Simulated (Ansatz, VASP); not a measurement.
# GaN in VASP and in Ansatz

POSCAR

```
GaN
1.0
    3.1800000000      0.0000000000      0.0000000000
   -1.5900000000      2.7539607840      0.0000000000
    0.0000000000      0.0000000000      5.1660000000
Ga N
2 2
Direct
    0.6666666667      0.3333333333      0.5000000000
    0.3333333333      0.6666666667      0.0000000000
    0.6666666667      0.3333333333      0.8750000000
    0.3333333333      0.6666666667      0.3750000000
```

Contents of INCAR.step1:

```
SYSTEM = GaN
ALGO = Normal ; EDIFF = 1E-4
ENCUT = 520 ; GGA = PE
ISMEAR = -1 ; LASPH = .True.
LCHARG = .False. ; LREAL = .False.
LWAVE = .True. ; NBANDS = 26
NELM = 100 ; PREC = Accurate
SIGMA = 0.05
```

INCAR.step2

```
SYSTEM = GaN
ALGO = Normal ; EDIFF = 1E-6
ENCUT = 520 ; ISIF = 2
ISMEAR = -1 ; ISTART = 1
LASPH = .True. ; LCHARG = .False.
LMIXTAU = .True. ; LREAL = .False.
LWAVE = .False. ; METAGGA = R2SCAN
NBANDS = 26 ; NELM = 100
PREC = Accurate ; SIGMA = 0.05
```

Contents of KPOINTS:

```
k-points
0
Gamma
  6 6 3
  0 0 0
```

File input.yaml:

```yaml
crystal:
  lattice:
    - [3.18, 0.0, 0.0]
    - [-1.59, 2.753960784, 0.0]
    - [0.0, 0.0, 5.166]
  atoms:
    - { symbol: Ga, position: [0.6666666667, 0.3333333333, 0.5] }
    - { symbol: Ga, position: [0.3333333333, 0.6666666667, 0.0] }
    - { symbol: "N", position: [0.6666666667, 0.3333333333, 0.875] }
    - { symbol: "N", position: [0.3333333333, 0.6666666667, 0.375] }
hamiltonian:
  xc: r2scan
  pseudopotentials: { kind: paw }
kpoints:
  mp_grid: { grid: [6, 6, 3] }
  band_path:
    path:
      - [[0.0, 0.0, 0.0], [0.5, 0.0, 0.0], [0.3333333333, 0.3333333333, 0.0], [0.0, 0.0, 0.0], [0.0, 0.0, 0.5], [0.5, 0.0, 0.5], [0.3333333333, 0.3333333333, 0.5], [0.0, 0.0, 0.5]]
      - [[0.5, 0.0, 0.5], [0.5, 0.0, 0.0]]
      - [[0.3333333333, 0.3333333333, 0.0], [0.3333333333, 0.3333333333, 0.5]]
    npoints: 14
scf:
  occupations: { method: fermi_dirac, width: 0.05 }
  n_extra_bands: 10
output:
  forces: true
  stress: true
  eigenvalues: true
  fatbands: false
```

Alike in both runs: functional r2SCAN; k mesh 6 × 6 × 3; occupations fermi-dirac, width 0.05 eV; no spin polarisation.

|  | VASP | Ansatz |
| --- | --- | --- |
| version | VASP 6.6.1 | Ansatz 0.2.0 |
| potentials or method | VASP PAW PBE potentials, release 64 (Ga_d, N) | Ansatz PAW |
| plane-wave cutoff (eV) | 520 | 500 |
| valence electrons in the cell | 36 | 36 |
| task | single point | band structure |

```csv
,VASP,Ansatz,Ansatz less VASP
gap on the k mesh at the Fermi level (eV),2.37,2.38,+0.007
least direct gap on the mesh (eV),2.37,2.38,+0.007
pressure (GPa),2.1,1.1,-1.09
largest component of the traceless stress (GPa),1.29,1.34,+0.049
rms of the force components (eV/Å),0.079,0.081,+0.0027
```

Atom by atom the forces differ by 0.003 eV/Å (rms over components). The functional is the same, so the differences come from potentials, cutoffs and numerics.

Caveats: the PAW data sets were made with another functional, which shifts forces and pressure a little (VASP); the PAW data sets come from PBE, with cores solved anew for the run's functional, which leaves a small shift of forces and pressure (Ansatz). r2SCAN opens gaps a little over a GGA but as a rule still falls short of measured ones.
